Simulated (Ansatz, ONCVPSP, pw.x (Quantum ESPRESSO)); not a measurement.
**What a changed setting does to a pw.x run (sc P)**

Potential: optimised norm-conserving Vanderbilt (ONCV), ONCVPSP 4.0.1, PBE; core [Ne], reference 3s2 3p3; waves: 3s: rc 1.55 bohr, ncon 4, nbas 9, qcut 5.3 1/bohr, 2 projectors, debl 0.4 Ha; 3p: rc 1.80 bohr, ncon 5, nbas 9, qcut 4.6 1/bohr, 2 projectors, debl 0.7 Ha; d scattering state at 0.02 Ha: rc 1.95 bohr, ncon 5, nbas 10, qcut 4.9 1/bohr, 2 projectors, debl 3.1 Ha; local part: polynomial inside 1.50 bohr (lpopt 1, dvloc0 0 Ha); core correction: polynomial model core, fcfact 0.3. In the s channel the program set the typed energies aside and used -0.513, 0.250 Ha.

The reference run (k-mesh 13³, cutoffs 50/200 Ry, Fermi–Dirac 0.01 Ry, mixing_beta 0.4, conv_thr 1e-9, no spin) gives 0.26 GPa at 14.621 Å³/atom, where all-electron LAPW gives 0.27 GPa. This run, with its own iteration cap, changes k-mesh shift to 1.

```
&control
  calculation='scf', prefix='x', pseudo_dir='./', outdir='./tmp', tstress=.true., disk_io='none'
/
&system
  ibrav=0, nat=1, ntyp=1, ecutwfc=50, ecutrho=200, nbnd=9,
  occupations='smearing', smearing='fd', degauss=0.01
/
&electrons
  conv_thr=1e-09, mixing_beta=0.4, electron_maxstep=60
/
ATOMIC_SPECIES
P 1.0 P.UPF
CELL_PARAMETERS angstrom
  2.44526365 0.00000000 0.00000000
  0.00000000 2.44526365 0.00000000
  0.00000000 0.00000000 2.44526365
ATOMIC_POSITIONS crystal
P 0.0000 0.0000 0.0000
K_POINTS automatic
13 13 13 1 1 1
```

```bash
pw.x < P.scf.in > P.scf.out
```

Question: How does the run end?

Answer: It converges in 6 iterations; the free energy moves by +3.6 meV/atom and the pressure by +0.10 GPa.

```
Message from routine setup:
     using ibrav=0 with symmetry is DISCOURAGED, use correct ibrav instead
     lattice parameter (alat)  =       4.6209  a.u.
     unit-cell volume          =      98.6674 (a.u.)^3
     number of electrons       =         5.00
     number of Kohn-Sham states=            9
     kinetic-energy cutoff     =      50.0000  Ry
     charge density cutoff     =     200.0000  Ry
     scf convergence threshold =      1.0E-09
     Exchange-correlation= PBE
     number of k points=    84  Fermi-Dirac smearing, width (Ry)=  0.0100
     iteration #  1     ecut=    50.00 Ry     beta= 0.40
     total energy              =     -16.07557064 Ry
     estimated scf accuracy    <       0.00525854 Ry
     iteration #  2     ecut=    50.00 Ry     beta= 0.40
     total energy              =     -16.07569266 Ry
     estimated scf accuracy    <       0.00190326 Ry
     iteration #  3     ecut=    50.00 Ry     beta= 0.40
     total energy              =     -16.07570603 Ry
     estimated scf accuracy    <       0.00000039 Ry
     iteration #  4     ecut=    50.00 Ry     beta= 0.40
     total energy              =     -16.07570662 Ry
     estimated scf accuracy    <       0.00000013 Ry
     iteration #  5     ecut=    50.00 Ry     beta= 0.40
     total energy              =     -16.07570665 Ry
     estimated scf accuracy    <          2.3E-09 Ry
     iteration #  6     ecut=    50.00 Ry     beta= 0.40
     the Fermi energy is    10.9270 ev
!    total energy              =     -16.07570665 Ry
     estimated scf accuracy    <          2.8E-10 Ry
     smearing contrib. (-TS)   =      -0.00156331 Ry
     The total energy is F=E-TS. E is the sum of the following terms:
     one-electron contribution =       5.34553286 Ry
     hartree contribution      =       0.42434463 Ry
     xc contribution           =      -6.49359868 Ry
     ewald contribution        =     -15.35042215 Ry
     convergence has been achieved in   6 iterations
          total   stress  (Ry/bohr**3)                   (kbar)     P=        3.58
     Message from routine punch:
     Nothing written, as per user request (disk_io='none')
```

The run took about 4.9 s on one core of a shared host (Intel(R) Xeon(R) 6975P-C, 192 threads, 756 GiB, load 128).
